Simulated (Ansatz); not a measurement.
**Response to strain in KCl**

Base system: KCl in the rock salt structure (space group Fm-3m, No. 225; a = 6.2427 Å). Axes: x, y, z lie along the cube axes.

Strains are applied to the cell and any free atomic positions relax.

All numbers come from PBEsol in Ansatz (plane waves to 420 eV, PAW, no SOC).

Notes on the quantities. energy relative to the base: free energy F.

| uniaxial strain ε_zz (%) | energy relative to the base (meV/atom) |
|---|---|
| 0 | 0.0 |
| 0.5 | 0.1 |
| 1 | 0.4 |
| 1.5 | 0.8 |
| 2 | 1.5 |
| 2.5 | ? |
| 3 | 3.1 |

Question: Fit ΔE = Aε² + Bε³ (ε in %) to the rows shown and predict the withheld row.

Answer: Least squares on the printed values gives A = 0.409 and B = -0.021 meV/atom (largest residual 0.0 meV/atom); this predicts 2.2 meV/atom, and the run gives 2.2 meV/atom, in agreement.

Stability against distortions was not tested.

Ansatz is a first-principles code.
